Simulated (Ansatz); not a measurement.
C: relaxation of cell and atoms with HSE06

Crystal: C.

```xyz
1
Lattice="4.2552 0.0000 0.0000 0.0000 4.2552 0.0000 0.0000 0.0000 1.2823" Properties=species:S:1:pos:R:3 pbc="T T T"
C     2.1276    2.1276    0.6411
```

The cell was built by a generator and needn't be a form met in nature.

- Program: Ansatz 0.2.0
- Task: relaxation of cell and atoms
- Functional: HSE06
- Potentials or basis: Ansatz PAW
- Cutoff: 420 eV (not typed: the program's choice for these potentials)
- k mesh: 3 × 3 × 10
- Occupations: fermi-dirac, width 0.05 eV
- Spin: no spin polarisation

| Property | Result |
| --- | --- |
| Relaxed volume | 23.37 Å³/atom |
| Relaxed cell | a = 4.290 Å, b = 4.290 Å, c = 1.270 Å, α = 90.00°, β = 90.00°, γ = 90.00° |
| Space group after relaxing (to 0.05 Å) | P4/mmm (No. 123) |
| Energy gained by relaxing | 6.2 meV/atom |
| Ionic steps | 6 |
| Pressure after relaxing | 0.0 GPa |
| Band gap on the k mesh | 4.77 eV |

Step by step:
| step | energy change (eV) | largest force (eV/Å) | volume (Å³) |
| --- | --- | --- | --- |
| 1 | 0.0000 | 0.0000 | 23.22 |
| 2 | -0.0060 | 0.0000 | 23.07 |
| 3 | -0.0061 | 0.0000 | 23.09 |
| 4 | -0.0060 | 0.0000 | 23.16 |
| 5 | -0.0058 | 0.0000 | 23.37 |
| 6 | -0.0062 | 0.0000 | 23.37 |

Final structure:
```
C
1.0
     4.28964    0.00000    0.00000
     0.00000    4.28964    0.00000
     0.00000    0.00000    1.27006
C
1
Direct
  0.50000 0.50000 0.50000
```

Levels at points of the mesh, in eV from the valence-band top:
| k point | band 1 | band 2 | band 3 | band 4 | band 5 | band 6 |
| --- | --- | --- | --- | --- | --- | --- |
| (0.00, 0.00, 0.00) | -16.54 | -4.18 | -4.18 | 6.25 | 10.65 | 15.23 |
| (0.00, 0.00, -0.50) | -8.48 | 12.27 | 15.27 | 15.27 | 27.02 | 27.02 |

Wall time 12 s on 1 × NVIDIA H100 80GB HBM3 with 2 threads of AMD EPYC 7R13 Processor (Zen 3), with other jobs on the host, peak memory 1.5 GiB.

Caveat: the k mesh is coarse (spacing up to 0.49 Å⁻¹), so the values aren't converged, least of all with exact exchange; odd divisions of the mesh miss points on the zone boundary, where band edges often lie, so the gap on the mesh can be too wide; the plane-wave basis is chosen anew once the cell has moved, so the energies of steps on either side of that aren't comparable; the PAW data sets come from PBE, with cores solved anew for the run's functional, which leaves a small shift of forces and pressure. A k mesh can miss the band edges.
